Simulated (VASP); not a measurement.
Input of a VASP 6.6.1 run:

Contents of INCAR:

```
  ALGO = Normal
  EDIFF = 1E-6
  EDIFFG = -0.02
  ENCUT = 600
  GGA = PE
  IBRION = 2
  ISIF = 3
  ISMEAR = 0
  IVDW = 12
  LASPH = T
  LCHARG = F
  LREAL = F
  LWAVE = F
  NELM = 100
  NSW = 70
  PREC = Accurate
  SIGMA = 0.02
```

File KPOINTS:

```
k-points
0
Gamma
  8 8 8
```

Contents of POSCAR:

```
AgBr
1.0
    0.0000000000      2.8921694800      2.8921694800
    2.8921694800      0.0000000000      2.8921694800
    2.8921694800      2.8921694800      0.0000000000
Ag Br
1 1
Direct
    0.0000000000      0.0000000000      0.0000000000
    0.5000000000      0.5000000000      0.5000000000
```

Potentials or basis: VASP PAW PBE potentials, release 64 (Ag, Br).

Command:

```console
$ cat potpaw_PBE.64/Ag/POTCAR potpaw_PBE.64/Br/POTCAR > POTCAR
$ mpirun -np 1 vasp_std > vasp.out
```

(1) What does it give for the space group after relaxing (to 0.05 Å)?

(2) What does it give for the band gap on the k mesh?

(3) Predict the relaxed cell.

(4) What does it give for the dispersion energy per atom?

## Answers

(1) Fm-3m (No. 225).

(2) 0.67 eV, indirect (least direct gap 2.62 eV).

(3) a = 4.052 Å, b = 4.052 Å, c = 4.052 Å, α = 60.00°, β = 60.00°, γ = 60.00°.

(4) -0.367 eV.
